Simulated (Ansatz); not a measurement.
# Al₄P: competing structures

Method: DFT PBE, scalar-relativistic, plane waves, PAW in Ansatz 0.2.0. Settings: cutoff 420 eV, Γ-centred meshes spaced at most about 0.3 Å⁻¹, and about 0.25 Å⁻¹ or finer for metals (2π included), Gaussian smearing. No spin polarisation.

The zero of energy is the elements' standard structures at the same level; no fitted shifts are applied. The references include black phosphorus.

Temperature and zero-point effects are left out. Only the structures computed here compete, so a lower one can exist. The k mesh leaves some 4 meV/atom of noise in the energy of each metallic cell. The reference form of P is held partly by dispersion forces, which this level lacks.

Invented guesses were relaxed alike, and ends that match in structure were merged. ΔE counts from the first row. Coordination counts Al atoms around P (those within 1.25 times the shortest such distance or 1.15 times the sum of covalent radii, 1.27 where that leaves under three; the shortest distance is added where it exceeds 1.18 times the sum of covalent radii). The ends were matched against large subsets of the Crystallography Open Database and the Materials Project, so a missing match doesn't prove that a structure is unreported.

| # | reached from | type and space group | atoms | Å³/atom | coordination | ΔE (meV/atom) | gap on mesh (eV) | in databases |
| --- | --- | --- | --- | --- | --- | --- | --- | --- |
| 1 | SnF4 type (I4/mmm) | I4/mmm (No. 139) | 5 | 18.8 | P 6 | 0 | 0.00 | no match |
| 2 | random cell | P6/mmm (No. 191) | 5 | 17.8 | P 2 | 24 | 0.00 | no match |
| 3 | BaIn4 type (I4/mmm) | I4/mmm (No. 139) | 5 | 18.1 | P 8 from 2.8 Å | 111 | 0.00 | no match |
| 4 | GeF4 type (I-43m), changed on relaxing | Im-3m (No. 229) | 5 | 19.4 | P 8 | 119 | 0.00 | no match |
| 5 | random cell | I4/mmm (No. 139) | 5 | 20.8 | P 4 | 179 | 0.00 | no match |
| 6 | SO4 type (F-43m) | F-43m (No. 216) | 5 | 38.3 | P 4 | 369 | 0.00 | no match |
| 7 | random cell | P6/mmm (No. 191) | 5 | 26.2 | P 8 | 540 | 0.00 | no match |

The lowest: Space group I4/mmm (No. 139), tetragonal, a = 5.029 Å, c = 7.426 Å. Al on a site of symmetry 4mm has 1 P at 2.38 Å, 1 Al at 2.66 Å and 4 Al at 2.84 Å; Al on a site of symmetry mmm is surrounded by 2 P at 2.51 Å and 4 Al at 2.84 Å; P is surrounded by 6 Al at 2.38–2.51 Å. Its energy over the elements is +0.16 eV/atom. It can't be a ground state, since the elements alone are lower. An observed structure of this formula, if there is one, may be missing.

```xyz
5
Lattice="-2.5143 2.5143 3.7130 2.5143 -2.5143 3.7130 2.5143 2.5143 -3.7130" Properties=species:S:1:pos:R:3 pbc="T T T"
Al    0.0000    0.0000    2.3829
Al    0.0000    0.0000    5.0431
Al    0.0000    2.5143    0.0000
Al    2.5143    0.0000    0.0000
P     0.0000    0.0000    0.0000
```

The second: Space group P6/mmm (No. 191), hexagonal, a = 2.764 Å, c = 13.463 Å. Al on its first site is surrounded by 8 Al at 2.76–2.83 Å; around Al on its second site lie 1 P at 2.50 Å and 7 Al at 2.76–2.83 Å; P has 2 Al at 2.50 Å and 6 P at 2.76 Å. Counting Al atoms around P, the first has P 6 and the second has P 2. Cells relaxed within their symmetry can be saddle points.

```
Al P
1.0
     2.76448    0.00000    0.00000
    -1.38224    2.39411    0.00000
     0.00000    0.00000   13.46296
Al P
4 1
Cartesian
  0.0000 0.0000 1.3980
  0.0000 0.0000 12.0650
  0.0000 0.0000 4.2306
  0.0000 0.0000 9.2324
  0.0000 0.0000 6.7315
```

Some candidate types were left out of the draw beforehand, so a known form may be missing.
